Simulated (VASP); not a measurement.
GaSb, 2 atoms in the cell. Symmetry: I-4m2, No. 119, tetragonal system. Conventional cell: a = 5.562 Å, b = 5.562 Å, c = 3.213 Å, α = 90.00°, β = 90.00°, γ = 90.00°. Around Ga (site symmetry -4m2) lie 4 Sb at 2.89 Å and 2 Ga at 3.21 Å. Sb (site symmetry -4m2) is surrounded by 4 Ga at 2.89 Å and 2 Sb at 3.21 Å. Measurements of this composition are mostly on another form, of space group No. 216. The cell isn't the ideal one: functional PBEsol, strained and moved within the space group.

```yaml
Program: VASP 6.6.1
Task: single point
Functional: PBEsol
Potentials_or_basis: VASP PAW PBE potentials, release 64 (Ga_d, Sb)
Cutoff: 520 eV
k_mesh: 16 × 16 × 16
Occupations: gaussian, width 0.1 eV
Spin: no spin polarisation
Dipole_correction: no
Further_INCAR_settings: ALGO = Fast; EDIFF = 1e-06; NBANDS = 16
```

Potentials or basis: VASP PAW PBE potentials, release 64 (Ga_d, Sb).

Run with:

```bash
$ cat potpaw_PBE.64/Ga_d/POTCAR potpaw_PBE.64/Sb/POTCAR > POTCAR
$ mpirun -np 1 vasp_std > vasp.out
```

Hardware: 1 thread of Intel(R) Xeon(R) 6975P-C (Granite Rapids) (shared host).

Task: How long does it take, and how much memory?

Result: Run time: 100 s on 1 thread of Intel(R) Xeon(R) 6975P-C (Granite Rapids), with other jobs on the host, peak memory 0.41 GiB. Counts: scf iterations 12, k points 349.
